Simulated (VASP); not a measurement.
## WS2 under changes of volume

One of the cells (17.986 Å³/atom); the others are scaled copies at fixed shape and fractional positions:

```
W S
1.0
     1.57433    0.90894    6.28450
    -1.57433    0.90894    6.28450
     0.00000   -1.81788    6.28450
W S
1 2
Direct
  0.99935 0.99935 0.99935
  0.58285 0.58285 0.58285
  0.74910 0.74910 0.74910
```

Measurements of this composition are mostly on another form, of space group No. 194.

* Program: VASP 6.6.1
* Functional: PBEsol
* Potentials or basis: VASP PAW PBE potentials, release 64 (W_sv, S)
* Cutoff: 520 eV
* k mesh: 8 × 8 × 8
* Occupations: gaussian, width 0.02 eV
* Spin: no spin polarisation

```tsv
volume (Å³/atom)	energy over the lowest point (meV/atom)	pressure (GPa)	gap on the mesh (eV)	largest force (eV/Å)
17.266	16.61	7.5	1.22	0.783
17.626	4.12	3.6	1.24	0.377
17.986	0.00	0.0	1.25	0.014
18.346	3.38	-3.1	1.26	0.361
18.705	?	?	?	?
```

**Question.** What does the run at 18.705 Å³/atom give?

**Answer.** Energy over the lowest point 13.50 meV/atom; pressure -6.0 GPa; gap on the mesh 1.27 eV; largest force 0.683 eV/Å.

Worked out: A Birch-Murnaghan fit of order 2 (a polynomial in V^(-2/3)) to the other rows has its minimum at 18.00 Å³/atom with B0 = V·E''(V) = 167 GPa at fixed shape and positions, which overstates the stiffness. It gives 13.56 meV/atom at 18.705 Å³/atom, against the run's 13.50, and -dE/dV = -6.0 GPa, against -6.0. A straight line through the other rows of the gap, of slope 0.644 eV per unit of ln V, extrapolates to 1.27 eV, against the run's 1.27.

Energies are extrapolated to zero smearing.

Caveats: the PAW data sets were made with another functional, which shifts forces and pressure a little; spin-orbit coupling is left out, which moves the levels of the heavy elements.

A mesh can miss the band edges.
